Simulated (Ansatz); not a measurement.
Band gaps on a Γ-centred 6×6×6 mesh, computed with r²SCAN in Ansatz (plane waves, PAW datasets (generated hard set); cutoff 700 eV), no spin polarisation, no spin–orbit coupling.

Question: Which crystal has a gap of 9.78 eV, direct?
A. LiF (rock salt, a = 4.070 Å)
B. GaN (zinc blende, a = 4.550 Å)
C. TlCl (CsCl, a = 3.900 Å)
D. MgO (rock salt, a = 4.250 Å)
E. ZnSe (zinc blende, a = 5.740 Å)
F. GaP (zinc blende, a = 5.510 Å)

Answer: A. LiF 9.78 eV, direct; ZnSe 1.71 eV, direct; TlCl 2.63 eV, direct; MgO 5.36 eV, direct; GaP 1.93 eV, indirect; GaN 1.95 eV, direct.

Model structures, not the usual forms at ambient conditions (metastable or hypothetical): GaN (zinc blende type). A gap read on the mesh is an upper bound of this method's gap, since the mesh can miss a band edge. Spin–orbit coupling is left out; with heavy elements it can shift the gap and split levels by tenths of an eV. Potentials made with PBE were used with another functional. Semilocal functionals give gaps that mostly lie well below measured ones.
